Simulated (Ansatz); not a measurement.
# SiRu4: the cost of one run

Computed with Ansatz 0.2.0 (DFT PBE, scalar-relativistic, plane waves, PAW, unless a step's input says otherwise).

5 further runs of the same task are left out: 2 that didn't finish, 3 set aside as unsound or not needed.

## 1. The starting structure

Symmetry: P6_3/mmc, No. 194, hexagonal system. Conventional cell: a = 2.720 Å, b = 2.720 Å, c = 4.297 Å, α = 90.00°, β = 90.00°, γ = 120.00°. Ru (site symmetry -6m2) is surrounded by 12 Ru at 2.66 to 2.72 Å.

Structure file:

```
Ru
1.0
     2.71980    0.00000    0.00000
    -1.35990    2.35541    0.00000
     0.00000    0.00000    4.29666
Ru
2
Cartesian
  0.0000 1.5703 1.0742
  1.3599 0.7851 3.2225
```

This cell was relaxed beforehand with the same method: volume 13.76 Å³/atom, gap on the mesh none (metal).

## 4. The grid

Atoms count from 1 in the order of the input.

Si is moved over the surface cell; relaxed at each place: the height of the adsorbate's atoms; substrate rigid; the origin of the map has the adsorbate above Ru4.

The axes are (1) position of Si5 along the first surface vector, from above Ru4: 6 values from 0.000 to 0.833, periodic; (2) position of Si5 along the second surface vector, from above Ru4: 6 values from 0.000 to 0.833, periodic.

Relaxed at each point: the height of the adsorbate's atoms; substrate rigid. Points are written as (first, second).

The two vectors of the plane (Å): (2.720, 0.000, 0.000); (-1.360, 2.355, 0.000).

(The set-up runs are not shown.)

## 5. Grid point (0/6, 0/6) of the map's two axes

input.yaml

```yaml
crystal:
  lattice:
    - [2.7197977464, 0.0, 0.0]
    - [-1.3598988732, 2.3554139415, 0.0]
    - [0.0, 0.0, 21.8663388848]
  atoms:
    - { symbol: Ru, position: [0.6666666667, 0.3333333333, 0.1829295714] }
    - { symbol: Ru, position: [0.3333333333, 0.6666666667, 0.2811778375] }
    - { symbol: Ru, position: [0.6666666667, 0.3333333333, 0.3790816284] }
    - { symbol: Ru, position: [0.3333333333, 0.6666666667, 0.4740774823] }
    - { symbol: Si, position: [0.3333333333, 0.6666666667, 0.5920670558] }
basis:
  ecutwfc: 420
kpoints:
  mp_grid: { grid: [12, 12, 1] }
hamiltonian:
  xc: pbe
  pseudopotentials: { kind: paw, azcp: { folder: soft_1 } }
scf:
  occupations: { method: gaussian, width: 0.1 }
output:
  forces: true
  eigenvalues: true
relax:
  adjacent_minimum: "off"
  f_tol: 0.025
  max_steps: 16
  constraints: [{ sites: [0, 1, 2, 3] }, { sites: [4], fix: xy }]
efield:
  axis: 3
  dipole_correction: true
  ramp_width: 0.04
```

Launch:

```console
$ ansatz run input.yaml --threads 1 --pin off --max-ram 3072MiB --backend cpu --events-out ev --progress --plain --runs-dir out
```

What time and memory should one allow on 1 thread of Arm Neoverse N1, shared host?

About 74 s, with a peak of 0.38 GiB.
